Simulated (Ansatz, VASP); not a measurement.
**Two plane-wave programs on CuO2**

File INCAR:

```
PREC = Accurate
ENCUT = 520
EDIFF = 1E-6
ISMEAR = 0
SIGMA = 0.05
LREAL = F
LASPH = T
NELM = 150
ALGO = Normal
ISIF = 2
LWAVE = F
LCHARG = F
LMAXMIX = 4
LDAU = T
LDAUTYPE = 2
LDAUL = 2 -1
LDAUU = 4 0
LDAUJ = 0 0
LDAUPRINT = 1
GGA = PS
NBANDS = 18
```

Contents of KPOINTS:

```
Automatic mesh
0
Gamma
  16 16 16
```

The input POSCAR:

```
CuO2
1.0
    0.0000000000      2.3844798727      2.3844798727
    2.3844798727      0.0000000000      2.3844798727
    2.3844798727      2.3844798727      0.0000000000
Cu O
1 2
Direct
    0.0000000000      0.0000000000      0.0000000000
    0.2500000000      0.2500000000      0.2500000000
    0.7500000000      0.7500000000      0.7500000000
```

Input for Ansatz:

```yaml
crystal:
  lattice:
    - [0.0, 2.3844798727, 2.3844798727]
    - [2.3844798727, 0.0, 2.3844798727]
    - [2.3844798727, 2.3844798727, 0.0]
  atoms:
    - { symbol: Cu, position: [0.0, 0.0, 0.0] }
    - { symbol: O, position: [0.25, 0.25, 0.25] }
    - { symbol: O, position: [0.75, 0.75, 0.75] }
basis:
  ecutwfc: 420
kpoints:
  mp_grid: { grid: [16, 16, 16] }
hamiltonian:
  xc: pbesol
  hubbard: { sites: [{ species: Cu, l: d, u_eff: 4.0 }] }
scf:
  occupations: { method: gaussian, width: 0.05 }
output:
  forces: true
  stress: true
  eigenvalues: true
```

Alike in both runs: task single point; functional PBEsol; k mesh 16 × 16 × 16; occupations gaussian, width 0.05 eV; no spin polarisation; Hubbard terms Cu d U = 4.0 eV.

|  | VASP | Ansatz |
| --- | --- | --- |
| version | VASP 6.6.1 | Ansatz 0.2.0 |
| potentials or method | VASP PAW PBE potentials, release 64 (Cu, O) | scalar-relativistic, plane waves, PAW |
| plane-wave cutoff (eV) | 520 | 420 |
| valence electrons in the cell | 23 | 31 |

VASP gave:

| Quantity | Value |
| --- | --- |
| gap on the k mesh at the Fermi level (eV) | none |
| pressure (GPa) | -2.9 |

Problem. Estimate Ansatz's values.

Solution. gap on the k mesh at the Fermi level (eV): none; pressure (GPa): 1.7.

The programs project onto different local orbitals, so the same U acts differently. A gap of «none» marks a metal or a gap that the smearing closes. The two sets of potentials don't hold the same shells in valence. Ansatz warned: «filled_band_counts_differ_across_k_points».

Caveats: the PAW data sets were made with another functional, which shifts forces and pressure a little (VASP); an odd number of electrons without spin polarisation forces a metal; a magnetic or distorted state may lie lower; the run has no spin polarisation, though such a crystal can be magnetic; U without spin polarisation on a metal has little footing.
